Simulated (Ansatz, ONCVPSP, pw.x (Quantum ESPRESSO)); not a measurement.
# What a changed setting does to a pw.x run (fcc Ta)

Potential: optimised norm-conserving Vanderbilt (ONCV), ONCVPSP 4.0.1.1 (patched build), PBE; core [Kr] 4d10 4f14, reference 5s2 5p6 5d3 6s1.75; waves: 5s+6s: rc 1.85 bohr, ncon 3, nbas 8, qcut 5.9 1/bohr, 2 projectors; 5p: rc 1.55 bohr, ncon 4, nbas 8, qcut 7.7 1/bohr, 2 projectors, debl 1.95 Ha; 5d: rc 1.90 bohr, ncon 4, nbas 7, qcut 6 1/bohr, 2 projectors, debl 3.9 Ha; local part: polynomial inside 1.30 bohr (lpopt 5, dvloc0 6 Ha); core correction: Teter function, fcfact 5.25, rcfact 1.15.

The reference run (k-mesh 13³, cutoffs 65/260 Ry, Fermi–Dirac 0.01 Ry, mixing_beta 0.4, conv_thr 1e-9, no spin) gives -2.66 GPa at 18.931 Å³/atom, where all-electron LAPW gives -0.85 GPa. This run, with its own iteration cap, changes mixing_ndim to 16.

```
&control
  calculation='scf', prefix='x', pseudo_dir='./', outdir='./tmp', tstress=.true., disk_io='none'
/
&system
  ibrav=0, nat=1, ntyp=1, ecutwfc=65, ecutrho=260, nbnd=14,
  occupations='smearing', smearing='fd', degauss=0.01
/
&electrons
  conv_thr=1e-09, mixing_beta=0.4, electron_maxstep=70, mixing_ndim=16
/
ATOMIC_SPECIES
Ta 1.0 Ta.UPF
CELL_PARAMETERS angstrom
  0.00000000 2.11534489 2.11534489
  2.11534489 0.00000000 2.11534489
  2.11534489 2.11534489 0.00000000
ATOMIC_POSITIONS crystal
Ta 0.0000 0.0000 0.0000
K_POINTS automatic
13 13 13 0 0 0
```

```bash
pw.x < Ta.scf.in > Ta.scf.out
```

Task: How does the run end?

Result: It converges in 7 iterations; the free energy moves by +0.0 meV/atom and the pressure by +0.00 GPa. The result is that of the reference run.

```
Message from routine setup:
     using ibrav=0 with symmetry is DISCOURAGED, use correct ibrav instead
     lattice parameter (alat)  =       5.6532  a.u.
     unit-cell volume          =     127.7527 (a.u.)^3
     number of electrons       =        13.00
     number of Kohn-Sham states=           14
     kinetic-energy cutoff     =      65.0000  Ry
     charge density cutoff     =     260.0000  Ry
     scf convergence threshold =      1.0E-09
     Exchange-correlation= PBE
     number of k points=    84  Fermi-Dirac smearing, width (Ry)=  0.0100
     iteration #  1     ecut=    65.00 Ry     beta= 0.40
     total energy              =    -125.71499199 Ry
     estimated scf accuracy    <       0.10698412 Ry
     iteration #  2     ecut=    65.00 Ry     beta= 0.40
     total energy              =    -125.71462643 Ry
     estimated scf accuracy    <       0.01514706 Ry
     iteration #  3     ecut=    65.00 Ry     beta= 0.40
     total energy              =    -125.71722611 Ry
     estimated scf accuracy    <       0.00039898 Ry
     iteration #  4     ecut=    65.00 Ry     beta= 0.40
     total energy              =    -125.71724400 Ry
     estimated scf accuracy    <       0.00002967 Ry
     iteration #  5     ecut=    65.00 Ry     beta= 0.40
     total energy              =    -125.71725160 Ry
     estimated scf accuracy    <       0.00000127 Ry
     iteration #  6     ecut=    65.00 Ry     beta= 0.40
     total energy              =    -125.71725187 Ry
     estimated scf accuracy    <       0.00000003 Ry
     iteration #  7     ecut=    65.00 Ry     beta= 0.40
     the Fermi energy is    17.7532 ev
!    total energy              =    -125.71725187 Ry
     estimated scf accuracy    <          3.3E-10 Ry
     smearing contrib. (-TS)   =      -0.00540141 Ry
     The total energy is F=E-TS. E is the sum of the following terms:
     one-electron contribution =     -20.24370641 Ry
     hartree contribution      =      15.37617524 Ry
     xc contribution           =     -23.92665669 Ry
     ewald contribution        =     -96.91766261 Ry
     convergence has been achieved in   7 iterations
          total   stress  (Ry/bohr**3)                   (kbar)     P=      -26.62
     Message from routine punch:
     Nothing written, as per user request (disk_io='none')
```

The run took about 28 s on one core of a shared host (Neoverse-N1, 64 threads, 124 GiB, load 59).
